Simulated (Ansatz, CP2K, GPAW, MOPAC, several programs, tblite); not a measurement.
**WSe2: cheap methods against density-functional theory**

Aim: run WSe2 through methods of unlike cost and see what each gets, and at what price.

Program: tblite, CP2K, GPAW, Ansatz (versions at each run). Level of theory: no spin polarisation, static lattice; gaps from single points on the cell relaxed beforehand with r²SCAN+rVV10. These are calculated values, not measurements.

## Step 1: The starting structure

Symmetry: R-3m, No. 166, trigonal system. The conventional cell has a = 3.287 Å, b = 3.287 Å, c = 19.492 Å, α = 90.00°, β = 90.00°, γ = 120.00°. W (site symmetry -3m) is surrounded by 6 Se at 2.55 Å. Around Se (site symmetry 3m) lie 3 W at 2.55 Å.

As a file:

```cif
data_structure
_symmetry_space_group_name_H-M 'R-3m:H'
_symmetry_Int_Tables_number 166
_cell_length_a 3.2866
_cell_length_b 3.2866
_cell_length_c 19.4918
_cell_angle_alpha 90.000
_cell_angle_beta 90.000
_cell_angle_gamma 120.000
_cell_volume 182.34
loop_
_atom_site_label
_atom_site_type_symbol
_atom_site_symmetry_multiplicity
_atom_site_Wyckoff_symbol
_atom_site_fract_x
_atom_site_fract_y
_atom_site_fract_z
_atom_site_occupancy
W1 W 3 a 0.00000 0.00000 0.00000 1
Se1 Se 6 c 0.33333 0.66667 0.91292 1
```

The structure type (CdCl2 (3R octahedral) bulk) is imposed and need not be the compound's stable one.

**Question.** The methods are GFN1-xTB (tblite), GFN2-xTB (tblite), PBE/DZVP, PBE/single-zeta, PBE/SZV, coarse PBE, PBE, r2SCAN. What gap does r2SCAN give on this cell, and which other methods (full PBE left aside) come nearest to r2SCAN and farthest in gap?

| quantity | value |
| --- | --- |
| r2SCAN | no gap |
| gap: nearest and farthest of the other methods | GFN1-xTB (tblite), PBE/DZVP, PBE/single-zeta, PBE/SZV, coarse PBE (about 0.00 eV off); GFN2-xTB (tblite) (+0.08 eV) |

For the gap (full PBE left aside), GFN1-xTB (tblite), PBE/DZVP, PBE/single-zeta, PBE/SZV, coarse PBE tie for nearest to r2SCAN; GFN2-xTB (tblite) is farthest. A minimal basis or a coarse cutoff and mesh shifts results by its own error, so closeness to r2SCAN can be chance. Cluster runs see only the k-points that fold onto the zone centre, so their gaps can miss the band edges. No r2SCAN modulus is at hand, so moduli aren't ranked. Overlaps count as a gap of zero in the misses; they are PBE/DZVP -0.60, PBE/single-zeta -0.60, PBE/SZV -0.53, coarse PBE -0.59, PBE -0.58, r2SCAN -0.64 eV. CPU times run from 1.7 s (coarse PBE) to 47 s (PBE/DZVP). On this cell PBE/DZVP cost more than r2SCAN itself (28 s), so it is no saving here. GFN2-xTB (tblite) disagrees with r2SCAN even on whether there is a gap. Semilocal functionals can close a small real gap, so r2SCAN's «no gap» may be its own error. r2SCAN is a yardstick, not the truth. Spin-orbit coupling is left out throughout.
